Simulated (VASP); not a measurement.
A run of VASP 6.6.1:

Contents of INCAR:

```
  ALGO = Normal
  EDIFF = 1E-6
  EDIFFG = -0.01
  ENCUT = 600
  GGA = PE
  IBRION = 2
  ISIF = 3
  ISMEAR = 1
  IVDW = 12
  LASPH = T
  LCHARG = F
  LREAL = F
  LWAVE = F
  NELM = 80
  NSW = 90
  PREC = Accurate
  PSTRESS = 31.2
  SIGMA = 0.1
```

KPOINTS

```
k-points
0
Gamma
  12 12 6
```

The input POSCAR:

```
TiSe2
1.0
    3.5360000000      0.0000000000      0.0000000000
   -1.7680000000      3.0622658278      0.0000000000
    0.0000000000      0.0000000000      6.0040000000
Ti Se
1 2
Direct
    0.0000000000      0.0000000000      0.0000000000
    0.3333333333      0.6666666667      0.2552000000
    0.6666666667      0.3333333333      0.7448000000
```

Potentials or basis: VASP PAW PBE potentials, release 64 (Ti_sv, Se).

Command:

```sh
$ cat potpaw_PBE.64/Ti_sv/POTCAR potpaw_PBE.64/Se/POTCAR > POTCAR
$ mpirun -np 1 vasp_std > vasp.out
```

Hardware: 1 thread of AMD EPYC 9R45 96-Core Processor (Zen 5), on a shared host.

Estimate the wall time of this run.

Wall time 7.4 min on 1 thread of AMD EPYC 9R45 96-Core Processor (Zen 5), with other jobs on the host, peak memory 0.27 GiB. Counts: scf iterations 103, k points 100, ion steps 11.
